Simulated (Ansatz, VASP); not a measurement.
Pd in VASP and in Ansatz

```
Pd
1.0
    -1.59918    1.54912    1.62845
     1.60297   -1.50854    1.59166
     1.57790    1.48727   -1.58787
Pd
1
Direct
  0.01291 0.99896 0.98783
```

Change from the starting cell: cell strained at random at fixed volume.

Alike in both runs: task single point; functional PBEsol; k mesh 12 × 12 × 12; occupations fermi-dirac, width 0.05 eV; no spin polarisation.

|  | VASP | Ansatz |
| --- | --- | --- |
| version | VASP 6.6.1 | Ansatz 0.2.0 |
| potentials or method | VASP PAW PBE potentials, release 64 (Pd) | Ansatz PAW |
| plane-wave cutoff (eV) | 520 | 420 |
| valence electrons in the cell | 10 | 18 |

```tsv
	VASP	Ansatz	Ansatz less VASP
gap on the k mesh at the Fermi level (eV)	none	none	-
pressure (GPa)	-10.2	-9.9	+0.28
largest component of the traceless stress (GPa)	2.33	2.36	+0.029
```

A gap of «none» marks a metal or a gap that the smearing closes. The two sets of potentials don't hold the same shells in valence.

Caveats: the PAW data sets were made with another functional, which shifts forces and pressure a little (VASP); the PAW data sets come from PBE, with cores solved anew for the run's functional, which leaves a small shift of forces and pressure (Ansatz).
